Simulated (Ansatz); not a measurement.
## How far is this NaF from the hull?

Computed with DFT PBE, scalar-relativistic, plane waves, PAW in Ansatz 0.2.0. All cells share a 420 eV cutoff and Γ-centred k meshes spaced at most about 0.3 Å⁻¹ (2π included). No spin polarisation.

Energies over the elements count from the elements' standard structures at the same level (F₂ as a molecule), with no fitted energy shifts.

These are static total energies at zero pressure.

The competitors are the elements and 1 reference phase of this chemical system (from databases or known types: NaF), relaxed at the same level; other known phases may be missing.

The candidate was reached from: 4-connected net, two elements alternating.

Space group Fddd:1 (No. 70). a = 7.013 Å, b = 10.137 Å, c = 10.249 Å, α = 90.00°, β = 90.00°, γ = 90.00°
```csv
atom,site,symmetry,x,y,z
Na,16g,..2,0.7500,0.7500,0.0948
F,16f,.2.,0.5000,0.6590,0.0000
```

**Question.** Where does it stand against these competitors?

**Answer.** Not the lowest form: another structure of the same formula lies lower. Its formation energy is -2.592 eV/atom. The lowest competing phase at this composition is this:

| phase | space group | source | share of atoms | ΔE_f (eV/atom) |
| --- | --- | --- | --- | --- |
| NaF | Fm-3m (No. 225) | Materials Project | 1.0000 | -2.711 |

The candidate lies 119 meV/atom above this phase. The candidate matches no cell in the subsets of the Crystallography Open Database and the Materials Project at hand. It is metastable at best. Whether it is a true minimum wasn't tested by phonons.
